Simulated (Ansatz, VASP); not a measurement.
**Te in VASP and in Ansatz**

Contents of INCAR:

```
SYSTEM = Te
  ALGO = Normal
  EDIFF = 1E-6
  ENCUT = 520
  GGA = CA
  ISIF = 2
  ISMEAR = 0
  LASPH = .TRUE.
  LCHARG = .TRUE.
  LELF = .TRUE.
  LREAL = .FALSE.
  LVHAR = .TRUE.
  LWAVE = .FALSE.
  NBANDS = 16
  NELM = 100
  PREC = Accurate
  SIGMA = 0.01
```

KPOINTS

```
k-points
0
G
  9 9 6
  0 0 0
```

Contents of POSCAR:

```
Te
1.0
    4.4469268669      0.0000000000      0.0000000000
   -2.2234634334      3.8511516355      0.0000000000
    0.0000000000      0.0000000000      5.9149200000
Te
3
Direct
    0.2690000000      0.0000000000      0.1666666667
    0.0000000000      0.2690000000      0.8333333333
    0.7310000000      0.7310000000      0.5000000000
```

Input for Ansatz:

```yaml
crystal:
  lattice:
    - [4.4469268669, 0.0, 0.0]
    - [-2.2234634334, 3.8511516355, 0.0]
    - [0.0, 0.0, 5.91492]
  atoms:
    - { symbol: Te, position: [0.269, 0.0, 0.1666666667] }
    - { symbol: Te, position: [0.0, 0.269, 0.8333333333] }
    - { symbol: Te, position: [0.731, 0.731, 0.5] }
basis:
  ecutwfc: 420
kpoints:
  mp_grid: { grid: [9, 9, 6] }
hamiltonian:
  xc: lda
scf:
  occupations: { method: gaussian, width: 0.01 }
output:
  forces: true
  stress: true
  eigenvalues: true
```

Alike in both runs: task single point; functional LDA; k mesh 9 × 9 × 6; occupations gaussian, width 0.01 eV; no spin polarisation.

|  | VASP | Ansatz |
| --- | --- | --- |
| version | VASP 6.6.1 | Ansatz 0.2.0 |
| potentials or method | VASP PAW LDA potentials, release 64 (Te) | scalar-relativistic, plane waves, PAW |
| plane-wave cutoff (eV) | 520 | 420 |
| valence electrons in the cell | 18 | 48 |

```tsv
	VASP	Ansatz	Ansatz less VASP
gap on the k mesh at the Fermi level (eV)	0.11	0.13	+0.019
least direct gap on the mesh (eV)	0.11	0.13	+0.019
pressure (GPa)	-1.6	-1.7	-0.12
largest component of the traceless stress (GPa)	0.12	0.06	-0.061
rms of the force components (eV/Å)	0.064	0.047	-0.0172
```

Atom by atom the forces differ by 0.017 eV/Å (rms over components). The two sets of potentials don't hold the same shells in valence.

Caveats: spin-orbit coupling is left out, which moves the levels of the heavy elements; an odd mesh through Γ misses points on the zone boundary, where band edges often lie.
